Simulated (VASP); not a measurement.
# LiF in VASP: how settings move the r2SCAN single point

Aim: see what changed inputs do to the r2SCAN single point of LiF (rocksalt).

Program: VASP 6.6.1. PAW datasets, plane waves. No spin polarisation and no zero-point or thermal motion.

### Step 1. Starting point

The cell comes from an earlier relaxation with r2SCAN in another program.

Space group Fm-3m (No. 225), cubic; conventional cell a = 3.990 Å, 7.94 Å³ an atom. Around Li lie 6 F at 1.99 Å; around F lie 6 Li at 1.99 Å.

Structure file:

```
CELL_PARAMETERS angstrom
0.00000 1.99487 1.99487
1.99487 0.00000 1.99487
1.99487 1.99487 0.00000
ATOMIC_POSITIONS crystal
Li 0.00000 0.00000 0.00000
F 0.50000 0.50000 0.50000
```

### Step 2. Baseline

The input, INCAR:

```
ENCUT = 520.000000
SIGMA = 0.010000
EDIFF = 1.00e-07
ALGO = Normal
METAGGA = R2SCAN
PREC = Accurate
IBRION = -1
ISIF = 2
ISMEAR = 0
NBANDS = 12
NELM = 120
NSW = 0
LASPH = .TRUE.
LCHARG = .FALSE.
LWAVE = .FALSE.
LREAL = .FALSE.
```

The input, KPOINTS:

```
KPOINTS created by Atomic Simulation Environment
0
Gamma
10 10 10
0 0 0
```

The input, POSCAR:

```
Li F
 1.0000000000000000
     0.0000000000000000    1.9948717375364053    1.9948717375364053
     1.9948717375364053    0.0000000000000000    1.9948717375364053
     1.9948717375364053    1.9948717375364053    0.0000000000000000
 Li  F
   1   1
Cartesian
  0.0000000000000000  0.0000000000000000 -0.0000000000000000
  1.9948717375364053  1.9948717375364053  1.9948717375364053
```

A file KPOINTS_OPT adds named points for the levels; it doesn't enter the self-consistent loop.

Potentials: the recommended PBE PAW datasets, 10 valence electrons.

The run is started by

```console
mpirun -np 1 vasp_std
```

### Step 3. Try 1

The input, INCAR:

```
ENCUT = 520.000000
EDIFF = 1.00e-07
ALGO = Normal
PREC = Accurate
IBRION = -1
ISIF = 2
NBANDS = 12
NSW = 0
LASPH = .TRUE.
LCHARG = .FALSE.
LWAVE = .FALSE.
LREAL = .FALSE.
METAGGA = MBJ
ISMEAR = 0
SIGMA = 0.3
NELM = 64
```

KPOINTS is that of step 2.

POSCAR is that of step 2.

### Step 4. Try 2

Edit INCAR of step 2 so:

```diff
@@ -2,3 +2,2 @@
 SIGMA = 0.010000
-EDIFF = 1.00e-07
 ALGO = Normal
@@ -10,3 +9,2 @@
 NBANDS = 12
-NELM = 120
 NSW = 0
@@ -16 +14,3 @@
 LREAL = .FALSE.
+EDIFF = 1e-08
+NELM = 65
```

KPOINTS is that of step 2.

POSCAR is that of step 2.

**Question.** What will these runs give? Wanted: for each run, changed; ending; energy change; pressure; electronic steps; usable.

As calculated:

| run | changed | ending | energy change (meV/atom) | pressure (GPa) | gap on the mesh (eV; negative: overlap) | electronic steps | time | usable |
| --- | --- | --- | --- | --- | --- | --- | --- | --- |
| ref. | – | converged | 0 | -0.8 | 10.55 | 16 | 29 s | yes |
| 1 | METAGGA = MBJ, ISMEAR = 0, SIGMA = 0.3, NELM = 64 | converged | – | – | 12.84 | 55 | 33 s | no |
| 2 | EDIFF = 1e-08, NELM = 65 | converged | 0.0 | -0.8 | 10.55 | 16 | 26 s | yes |

**Reading.** Of 2 altered inputs, 1 ended normally on a faulty or unsound input, 1 gave usable results.
